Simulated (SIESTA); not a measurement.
The system is Rh.

```
Rh
1.0
     0.00000    1.89785    1.89785
     1.89785    0.00000    1.89785
     1.89785    1.89785    0.00000
Rh
1
Direct
  0.00000 0.00000 0.00000
```

Base run:

- Program: SIESTA 5.4.2
- Functional: LDA
- Potentials or basis: PseudoDojo 0.4 standard (LDA files)
- Basis: DZP (energy shift 0.003 Ry; two zetas on semicore shells)
- Grid cutoff: 800 Ry
- Energy shift: 0.003 Ry
- k mesh: 12 × 12 × 12
- Occupations: fermi-dirac, width 0.05 eV
- Spin: no spin polarisation

Its results: band gap on the k mesh none (metal or under the smearing width); pressure -5.2 GPa.

Question: The run is repeated on the same cell with these changes: functional from LDA to PBE; potentials or basis from PseudoDojo 0.4 standard (LDA files) to PseudoDojo 0.4 standard (PBE files). What comes out?

Answer: Band gap on the k mesh none (metal or under the smearing width); pressure 11.8 GPa.

Caveats: the basis of atomic orbitals isn't converged, which shifts pressures, moduli and gaps.

Not every run made on this cell is shown here.
